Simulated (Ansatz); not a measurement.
# Pb under changes of volume

One of the cells (31.769 Å³/atom); the others are scaled copies at fixed shape and fractional positions:

```
CELL_PARAMETERS angstrom
3.01821 -1.73857 0.00000
3.01821 1.73857 0.00000
-2.10126 0.00000 6.05432
ATOMIC_POSITIONS crystal
Pb 0.90851 0.90851 0.72629
Pb 0.09149 0.09149 0.27371
```

This isn't the form of Pb at room conditions, which is fcc.

```yaml
Program: Ansatz 0.2.0
Functional: PBE0
Potentials_or_basis: Ansatz PAW
Cutoff: "420 eV (not typed: the program's choice for these potentials)"
k_mesh: 4 × 4 × 2
Occupations: fermi-dirac, width 0.05 eV
Spin: no spin polarisation
```

```tsv
volume (Å³/atom)	energy over the lowest point (meV/atom)	pressure (GPa)	largest force (eV/Å)
30.473	?	?	?
31.121	4.47	1.5	0.284
31.769	0.34	0.5	0.323
32.418	0.00	-0.4	0.358
33.066	3.03	-1.1	0.390
```

Problem. What does the run at 30.473 Å³/atom give?

Solution. Energy over the lowest point 13.44 meV/atom; pressure 2.5 GPa; largest force 0.326 eV/Å.

Worked out: A Birch-Murnaghan fit of order 2 (a polynomial in V^(-2/3)) to the other rows has its minimum at 32.16 Å³/atom with B0 = V·E''(V) = 43 GPa at fixed shape and positions, which overstates the stiffness. It gives 12.74 meV/atom at 30.473 Å³/atom, against the run's 13.44, and -dE/dV = 2.6 GPa, against 2.5.

Energies are extrapolated to zero smearing.

Caveats: all runs use coarse meshes; the PAW data sets come from PBE, with cores solved anew for the run's functional, which leaves a small shift of forces and pressure; the thresholds are loose for stress.
